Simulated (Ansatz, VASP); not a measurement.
## BN in VASP and in Ansatz

```
CELL_PARAMETERS angstrom
2.48904 0.00000 0.00000
-1.24452 2.15557 0.00000
0.00000 0.00000 6.49260
ATOMIC_POSITIONS crystal
B 0.33333 0.66667 0.25000
B 0.66667 0.33333 0.75000
N 0.66667 0.33333 0.25000
N 0.33333 0.66667 0.75000
```

Alike in both runs: functional LDA; k mesh 12 × 12 × 4; no spin polarisation.

Ansatz relaxed the structure, and its values are those at the end. VASP's run is a single point on that final structure, the one shown.

|  | VASP | Ansatz |
| --- | --- | --- |
| version | VASP 6.6.1 | Ansatz 0.2.0 |
| potentials or method | VASP PAW LDA potentials, release 64 (B, N) | scalar-relativistic, plane waves, PAW |
| plane-wave cutoff (eV) | 520 | 560 |
| occupations | gaussian, width 0.01 eV | fixed |
| valence electrons in the cell | 16 | 16 |

|  | VASP | Ansatz | Ansatz less VASP |
| --- | --- | --- | --- |
| gap on the k mesh at the Fermi level (eV) | 4.05 | 4.07 | +0.017 |
| least direct gap on the mesh (eV) | 4.47 | 4.48 | +0.016 |
| pressure (GPa) | 0.4 | 0.0 | -0.43 |

A k mesh can miss the band edges. As with any semilocal functional, this LDA gap is likely too small.
